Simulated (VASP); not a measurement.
# CdS (Greenockite) (P6_3mc) in VASP: a series of runs, part 2 of 2

VASP 6.6.1.

## Step 4: Single point, PBE ((1 0 0) slab cut from the bulk)

Contents of INCAR:

```
SYSTEM = CdS
ALGO     = Fast           ! electronic algorithm
DIPOL    = 0.5 0.5 0.500
EDIFF    = 1E-6           ! SCF threshold, eV
ENCUT    = 520            ! plane-wave cutoff, eV
GGA      = PE             ! functional
IDIPOL   = 3            
ISIF     = 2              ! what is computed and relaxed
ISMEAR   = 0              ! smearing method
LASPH    = .TRUE.         ! aspherical terms in the spheres
LCHARG   = .FALSE.        ! write CHGCAR
LDIPOL   = .TRUE.       
LREAL    = Auto         
LWAVE    = .FALSE.        ! write WAVECAR
NBANDS   = 86             ! bands
NELM     = 100            ! most SCF steps
PREC     = Accurate       ! precision mode
SIGMA    = 0.05           ! smearing width, eV
```

Contents of KPOINTS:

```
k-points
0
G
  6 4 1
  0 0 0
```

Contents of POSCAR:

```
CdS
1.0
    4.1965609992      0.0000000000      0.0000000000
    0.0000000000      6.8288413988      0.0000000000
    0.0000000000      0.0000000000     27.1144281127
Cd S
8 8
Direct
    0.0000000000      0.0007921962      0.2766055020
    0.5000000000      0.5007921962      0.3212844016
    0.5000000000      0.0007921962      0.4106422008
    0.0000000000      0.5007921962      0.4553211004
    0.0000000000      0.0007921962      0.5446788996
    0.5000000000      0.5007921962      0.5893577992
    0.5000000000      0.0007921962      0.6787155984
    0.0000000000      0.5007921962      0.7233944980
    0.0000000000      0.6242078038      0.2766055020
    0.5000000000      0.1242078038      0.3212844016
    0.5000000000      0.6242078038      0.4106422008
    0.0000000000      0.1242078038      0.4553211004
    0.0000000000      0.6242078038      0.5446788996
    0.5000000000      0.1242078038      0.5893577992
    0.5000000000      0.6242078038      0.6787155984
    0.0000000000      0.1242078038      0.7233944980
```

Potentials or basis: VASP PAW PBE potentials, release 64 (Cd, S).

On the command line:

```bash
> cat potpaw_PBE.64/Cd/POTCAR potpaw_PBE.64/S/POTCAR > POTCAR
> mpirun -np 1 vasp_std > vasp.out
```

OUTCAR:

```text
SYSTEM = CdS
   EDIFF = 1E-6
   ENCUT = 520
   GGA = PE
   ISIF = 2
   ISMEAR = 0
   LASPH = .TRUE.
   LREAL = Auto
   NELM = 100
   PREC = Accurate

 ion  position               nearest neighbor table
   1  0.000  0.001  0.277-  10 2.57  10 2.57   9 2.57
   2  0.500  0.501  0.321-   9 2.57   9 2.57  11 2.57  10 2.57
   3  0.500  0.001  0.411-  12 2.57  12 2.57  10 2.57  11 2.57
   4  0.000  0.501  0.455-  11 2.57  11 2.57  13 2.57  12 2.57
   5  0.000  0.001  0.545-  14 2.57  14 2.57  12 2.57  13 2.57
   6  0.500  0.501  0.589-  13 2.57  13 2.57  15 2.57  14 2.57
   7  0.500  0.001  0.679-  16 2.57  16 2.57  14 2.57  15 2.57
   8  0.000  0.501  0.723-  15 2.57  15 2.57  16 2.57
   9  0.000  0.624  0.277-   2 2.57   2 2.57   1 2.57
  10  0.500  0.124  0.321-   1 2.57   1 2.57   3 2.57   2 2.57
  11  0.500  0.624  0.411-   4 2.57   4 2.57   2 2.57   3 2.57
  12  0.000  0.124  0.455-   3 2.57   3 2.57   5 2.57   4 2.57
  13  0.000  0.624  0.545-   6 2.57   6 2.57   4 2.57   5 2.57
  14  0.500  0.124  0.589-   5 2.57   5 2.57   7 2.57   6 2.57
  15  0.500  0.624  0.679-   8 2.57   8 2.57   6 2.57   7 2.57
  16  0.000  0.124  0.723-   7 2.57   7 2.57   8 2.57

  LATTYP: Found a simple orthorhombic cell.
 ALAT       =     4.1965609992
 B/A-ratio  =     1.6272470244
 C/A-ratio  =     6.4611066342

  Lattice vectors:

 A1 = (   4.1965609992,   0.0000000000,   0.0000000000)
 A2 = (   0.0000000000,   6.8288413988,   0.0000000000)
 A3 = (   0.0000000000,   0.0000000000,  27.1144281127)

Analysis of symmetry for initial positions (statically):
=====================================================================
 Subroutine PRICEL returns:
 Original cell was already a primitive cell.

 Routine SETGRP: Setting up the symmetry group for a
 simple orthorhombic supercell.

 Subroutine GETGRP returns: Found  4 space group operations
 (whereof  2 operations were pure point group operations)
 out of a pool of  8 trial point group operations.

The static configuration has the point symmetry C_1h.
 The point group associated with its full space group is C_2v.

Analysis of symmetry for dynamics (positions and initial velocities):
=====================================================================
 Subroutine PRICEL returns:
 Original cell was already a primitive cell.

 Routine SETGRP: Setting up the symmetry group for a
 simple orthorhombic supercell.

 Subroutine GETGRP returns: Found  4 space group operations
 (whereof  2 operations were pure point group operations)
 out of a pool of  8 trial point group operations.

The dynamic configuration has the point symmetry C_1h.
 The point group associated with its full space group is C_2v.

 Subroutine INISYM returns: Found  4 space group operations
 (whereof  2 operations are pure point group operations),
 and found     1 'primitive' translations

----------------------------------------------------------------------------------------

                                     Primitive cell

  volume of cell :     777.0358

  direct lattice vectors                    reciprocal lattice vectors
[... 86 lines left out ...]
   total plane-waves  NPLWV = 362880
   dimension x,y,z NGX =    32 NGY =   54 NGZ =  210
   dimension x,y,z NGXF=    64 NGYF=  108 NGZF=  420
   ions per type =               8   8
   NGX,Y,Z   is equivalent  to a cutoff of  12.68, 13.15, 12.88 a.u.
   NGXF,Y,Z  is equivalent  to a cutoff of  25.35, 26.29, 25.75 a.u.
 SYSTEM =  CdS
   PREC   = accura    normal or accurate (medium, high low for compatibility)
   ISTART =      0    job   : 0-new  1-cont  2-samecut
   ICHARG =      2    charge: 1-file 2-atom 10-const
   ISPIN  =      1    spin polarized calculation?
   LNONCOLLINEAR =      F non collinear calculations
   LSORBIT =      F    spin-orbit coupling
   LASPH  =      T    aspherical Exc in radial PAW
   ENCUT  =  520.0 eV  38.22 Ry    6.18 a.u.   7.80 12.70 50.41*2*pi/ulx,y,z
   NELM   =    100;   NELMIN=  2; NELMDL= -5     # of ELM steps
   EDIFF  = 0.1E-05   stopping-criterion for ELM
   LREAL  =      T    real-space projection
   EDIFFG = 0.1E-04   stopping-criterion for IOM
   NSW    =      0    number of steps for IOM
   IBRION =     -1    ionic relax: 0-MD 1-quasi-New 2-CG
   NFREE  =      0    steps in history (QN), initial steepest desc. (CG)
   ISIF   =      2    stress and relaxation
   ISYM   =      2    0-nonsym 1-usesym 2-fastsym
   POTIM  = 0.5000    time-step for ionic-motion
   TEBEG  =    0.0;   TEEND  =   0.0 temperature during run
   PSTRESS=    0.0 pullay stress
   NELECT =     144.0000    total number of electrons
   NUPDOWN=      -1.0000    fix difference up-down
   EMIN   =  10.00;   EMAX   =-10.00  energy-range for DOS
   EFERMI =   0.00;   METHOD = LEGACY
   ISMEAR =     0;   SIGMA  =   0.05  broadening in eV -4-tet -1-fermi 0-gaus
   EFERMI_NEDOS =   21; number of points for ismear=-14 and -15
   IALGO  =     68    algorithm
   IMIX   =      4    mixing-type and parameters
     AMIX     =   0.40;   BMIX     =  1.00
     AMIX_MAG =   1.60;   BMIX_MAG =  1.00
  volume/ion in A,a.u.               =      48.56       327.73
  Fermi-wavevector in a.u.,A,eV,Ry     =   0.933359  1.763793 11.852835  0.871159
  Thomas-Fermi vector in A             =   2.060052
   LORBIT       =      0    0 simple, 1 ext, 2 COOP (PROOUT), +10 PAW based schemes
   GGA     = PE    functional components
   LHFCALC =     F    Hartree Fock is set to
   AEXX    =    0.0000 exact exchange contribution
   IVDW    =     0    specifies the selected vdW correction
   LEPSILON=     F    determine dielectric tensor
   LRPA    =     F    only Hartree local field effects (RPA)
 non-spin polarized calculation
 RMM-DIIS sequential band-by-band and
 Gauss-broadening in eV      SIGMA  =   0.05
  energy-cutoff  :      520.00
  volume of cell :      777.04
 maximum number of plane-waves:     20966
 NGX is ok and might be reduce to    32
   NGX = 15   NGY = 25   NGZ =101

 dipolmoment           0.000000      0.000000     -0.000000 electrons x Angstroem

 number of electron     144.0000030 magnetization

 dipolmoment           0.000000      0.000000      0.000000 electrons x Angstroem

 Free energy of the ion-electron system (eV)
  ---------------------------------------------------
  ext. energy  EPLUGINS =         0.00000000
  ---------------------------------------------------
  free energy    TOTEN  =       -47.17714675 eV

  energy without entropy =      -47.17714675  energy(sigma->0) =      -47.17714675

 E-fermi :  -1.5820     XC(G=0):  -5.2381

 val. band max:       -1.8140410021   @ k =   0.0000   0.0000   0.0000
 cond. band min:      -1.0114086140   @ k =   0.0000   0.0000   0.0000
 fundamental gap:      0.8026323880
 Fermi energy:        -1.5820071967

 k-point     1 :       0.0000    0.0000    0.0000
  band No.  band energies     occupation
      1     -14.1474      2.00000
      2     -14.1163      2.00000
      3     -13.9518      2.00000
      4     -13.7796      2.00000
      5     -13.6478      2.00000
      6     -13.5773      2.00000
[... 1033 lines left out ...]
     83       3.4429      0.00000
     84       3.4540      0.00000
 [bands above 84 left out]

------------------------ aborting loop because EDIFF is reached ----------------------------------------

 vacuum level on the upper side and lower side of the slab       (xc-potential included)        -0.121        -0.121

  FORCE on cell =-STRESS in cart. coord.  units (eV):
  Direction    XX          YY          ZZ          XY          YZ          ZX
  --------------------------------------------------------------------------------------
  -------------------------------------------------------------------------------------
  Total       -1.1198930     -3.3585754      0.3397758      0.0000000      0.0000000      0.0000000
  in kB       -2.3091179     -6.9250779      0.7005870      0.0000000      0.0000000      0.0000000
  external PRESSURE =      -2.8445363 kB  Pullay stress =       0.0000000 kB

 VOLUME and BASIS-vectors are now :
 -----------------------------------------------------------------------------
  energy-cutoff  :      520.00
  volume of cell :      777.04
      direct lattice vectors                 reciprocal lattice vectors
     4.196560999  0.000000000  0.000000000     0.238290353  0.000000000  0.000000000
     0.000000000  6.828841399  0.000000000     0.000000000  0.146437725  0.000000000
     0.000000000  0.000000000 27.114428113     0.000000000  0.000000000  0.036880734

 POSITION                                       TOTAL-FORCE (eV/Angst)
 -----------------------------------------------------------------------------------
      0.00000      0.00541      7.50000         0.000000     -0.915920      0.879676
      2.09828      3.41983      8.71144         0.000000      0.513058     -0.311793
      2.09828      0.00541     11.13433         0.000000     -0.180141      0.187208
      0.00000      3.41983     12.34577         0.000000      0.064047     -0.093311
      0.00000      0.00541     14.76866         0.000000      0.064047      0.093311
      2.09828      3.41983     15.98010         0.000000     -0.180141     -0.187208
[... 8 lines left out ...]
      2.09828      4.26262     18.40299         0.000000      0.212956      0.632907
      0.00000      0.84820     19.61443         0.000000      0.299531      0.275606
 -----------------------------------------------------------------------------------
    total drift:                                0.000000     -0.000268     -0.000023

  FREE ENERGIE OF THE ION-ELECTRON SYSTEM (eV)
  ---------------------------------------------------
  free  energy   TOTEN  =       -47.1771467481 eV

  energy  without entropy=      -47.1771467481  energy(sigma->0) =      -47.17714675

 vacuum level on the upper side and lower side of the slab         3.245         3.245
```

Wall time 19 min (1 thread of AMD EPYC 9R45 (Zen 5), shared host); peak memory 0.99 GiB.

Results:

```
Free energy            : -47.1771 eV
Largest force          : 1.270 eV/Å
Band gap on the k mesh : 0.80 eV, direct
```

Forces in eV/Å, atoms in the order of the input:
```
Cd   0.000 -0.916  0.880
Cd   0.000  0.513 -0.312
Cd   0.000 -0.180  0.187
Cd   0.000  0.064 -0.093
Cd   0.000  0.064  0.093
Cd   0.000 -0.180 -0.187
Cd   0.000  0.513  0.312
Cd   0.000 -0.916 -0.880
S    0.000  0.300 -0.276
S    0.000  0.213 -0.633
S    0.000  0.004  0.231
S    0.000  0.002 -0.147
S    0.000  0.002  0.147
S    0.000  0.004 -0.231
S    0.000  0.213  0.633
S    0.000  0.300  0.276
```

## Step 5: The runs side by side

| task | cell | k mesh | cutoff (eV) | smearing | dipole correction | gap on the mesh (eV) | largest force (eV/Å) |
| --- | --- | --- | --- | --- | --- | --- | --- |
| relaxation of shape and atoms at fixed volume | relaxed at fixed volume | 9 × 9 × 4 | 600 | gaussian 0.02 eV | no | 1.34 | 0.01 |
| single point | (1 0 0) slab, atoms relaxed | 6 × 4 × 1 | 520 | gaussian 0.05 eV | yes | 1.37 | 0.06 |
| single point | (1 0 0) slab cut from the bulk | 6 × 4 × 1 | 520 | gaussian 0.05 eV | yes | 0.80 | 1.27 |

Alike in all rows: level PBE; potentials or basis VASP PAW PBE potentials, release 64 (Cd, S); no spin polarisation.

Caveats: the relaxation stopped at its first step, so nothing moved (some runs).

Absolute energies hang on the potentials; compare differences alone.
